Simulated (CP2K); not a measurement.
The system is Zn.

```xyz
2
Lattice="2.6700 0.0000 0.0000 -1.3350 2.3123 0.0000 0.0000 0.0000 4.9660" Properties=species:S:1:pos:R:3 pbc="T T T"
Zn    1.3350    0.7708    3.7245
Zn    0.0000    1.5415    1.2415
```

Base run:

```yaml
Program: CP2K 2026.2
Functional: r2SCAN
Dispersion: D3(BJ)
Potentials_or_basis: POTENTIAL_UZH Zn GTH-SCAN-q12; TZVP-MOLOPT-SCAN-GTH basis
Density_cutoff: 9184 eV
k_mesh: 11 × 11 × 6
Occupations: fermi-dirac, width 0.05 eV
Spin: no spin polarisation
```

Its results: band gap on the k mesh none (metal or under the smearing width); pressure -7.9 GPa.

The run is repeated on the same cell with these changes: dispersion from D3(BJ) to rVV10. What comes out?

Band gap on the k mesh none (metal or under the smearing width); pressure -6.9 GPa.

Caveats: the basis of atomic orbitals isn't converged, which shifts pressures, moduli and gaps; pairwise dispersion overbinds metals, which lowers pressure and volume.

Not every run made on this cell is shown here.
